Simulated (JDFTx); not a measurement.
Write the native input for JDFTx 1.7.0 (patched build) that does the following.

```
Task                                    : relaxation of cell and atoms
Functional                              : PBE
Potentials or basis                     : Ansatz-NC-SR-PBE with smoothed tails
Cutoff                                  : 871 eV
Density cutoff                          : 3483 eV
k mesh                                  : 9 × 9 × 9
Occupations                             : fermi-dirac, width 0.05 eV
Spin                                    : no spin polarisation
Local potential set to -Z/r beyond      : 6 bohr
Bands                                   : 13
Density cutoff over wavefunction cutoff : 4
Max SCF steps                           : 100
SCF threshold on the energy             : 1e-09 Ha
Solver of the electrons                 : scf
Further solve for the empty bands       : no
```

Crystal: Pb.

```xyz
1
Lattice="0.0000 2.4750 2.4750 2.4750 0.0000 2.4750 2.4750 2.4750 0.0000" Properties=species:S:1:pos:R:3 pbc="T T T"
Pb    0.0000    0.0000    0.0000
```

The input as run:

Pb.in

```
lattice \
    0.0000000000     2.4750200000     2.4750200000 \
    2.4750200000     0.0000000000     2.4750200000 \
    2.4750200000     2.4750200000     0.0000000000
latt-scale 1.889726124626 1.889726124626 1.889726124626
coords-type Lattice
ion Pb     0.0000000000     0.0000000000     0.0000000000 1

ion-species pseudo/Pb.upf
elec-cutoff 32
elec-ex-corr gga-PBE
kpoint-folding 9 9 9
elec-smearing Fermi 0.0018374661
elec-n-bands 13
electronic-SCF nIterations 100 energyDiffThreshold 1e-09
electronic-minimize nIterations 30 energyDiffThreshold 1e-7
forces-output-coords Cartesian
lattice-minimize nIterations 40 energyDiffThreshold 1e-6

dump-name run.$VAR
dump End Ecomponents EigStats BandEigs Kpoints Forces Stress
```

Potentials or basis: Ansatz-NC-SR-PBE with smoothed tails.

Command:

```console
$ jdftx -c 1 -i Pb.in -o Pb.out
```

It gave:

```
Relaxed volume                         : 31.90 Å³/atom
Relaxed cell                           : a = 3.560 Å, b = 3.560 Å, c = 3.560 Å, α = 60.00°, β = 60.00°, γ = 60.00°
Space group after relaxing (to 0.05 Å) : Fm-3m (No. 225)
Energy gained by relaxing              : 10.8 meV/atom
Ionic steps                            : 6
Pressure after relaxing                : 0.0 GPa
Band gap on the k mesh                 : none (metal or under the smearing width)
```

It took 2.3 min on 1 thread of Intel(R) Xeon(R) 6975P-C (Granite Rapids) (shared host), peak memory 0.08 GiB.
